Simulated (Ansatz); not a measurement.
TiTe: single point with PBEsol

Crystal: TiTe.

```
Te Ti
1.0
     3.84200    0.00000    0.00000
    -1.92100    3.32727    0.00000
     0.00000    0.00000    6.40300
Te Ti
2 2
Cartesian
  1.9648 1.1090 4.8434
  0.0249 2.2165 1.5773
  0.0152 0.0111 3.1929
  -0.0356 -0.0064 0.0083
```

The cell isn't the ideal one: atoms moved at random, drawn with an rms of 0.05 Å.

```
Program             : Ansatz 0.2.0
Task                : single point
Functional          : PBEsol
Potentials or basis : all-electron LAPW, scalar-relativistic
Cutoff              : 265 eV (chosen from the basis error)
Basis error allowed : 0.001 eV/atom
k mesh              : 8 × 8 × 4
Occupations         : fermi-dirac, width 0.05 eV
Spin                : no spin polarisation
```

```yaml
Pressure: 3.6 GPa
Largest_force: 0.676 eV/Å
Band_gap_on_the_k_mesh: none (metal or under the smearing width)
```

Forces on the atoms (eV/Å):
```
Te  -0.417  0.041 -0.530
Te  -0.241  0.010  0.408
Ti   0.051 -0.105  0.148
Ti   0.607  0.054 -0.025
```

Stress tensor (GPa, compression positive):
```
 1.77 -0.30  0.02
-0.30  1.73 -0.14
 0.02 -0.14  7.44
```

Levels at points of the mesh, in eV from the Fermi level:
```
              k point  band 32  band 33  band 34  band 35  band 36  band 37  band 38  band 39  band 40  band 41
   (0.00, 0.00, 0.00)    -1.69    -1.12    -0.95    -0.92    -0.51    -0.50    -0.42    -0.37     0.96     0.96
  (0.00, 0.00, -0.50)    -3.00    -2.82    -2.78    -0.09    -0.08    -0.03    -0.01     0.21     0.36     2.44
  (0.00, -0.50, 0.00)    -4.52    -3.82    -3.05    -1.90    -0.09     0.54     0.70     0.81     1.14     1.39
 (0.00, -0.50, -0.50)    -3.82    -3.49    -3.44    -0.95    -0.91     0.82     0.86     1.03     1.10     1.72
  (-0.50, 0.00, 0.00)    -4.49    -3.84    -3.04    -1.92    -0.08     0.54     0.70     0.82     1.14     1.40
 (-0.50, 0.00, -0.50)    -3.80    -3.49    -3.46    -0.94    -0.92     0.82     0.87     1.04     1.10     1.71
 (-0.50, -0.50, 0.00)    -4.51    -3.82    -3.04    -1.91    -0.10     0.55     0.70     0.80     1.13     1.39
(-0.50, -0.50, -0.50)    -3.82    -3.53    -3.40    -0.98    -0.88     0.81     0.86     1.03     1.09     1.71
```

Wall time 2.3 min on 2 threads of Arm Neoverse V2 (shared host), peak memory 0.93 GiB.

The run has no spin-orbit coupling, so splittings on Te are missing.
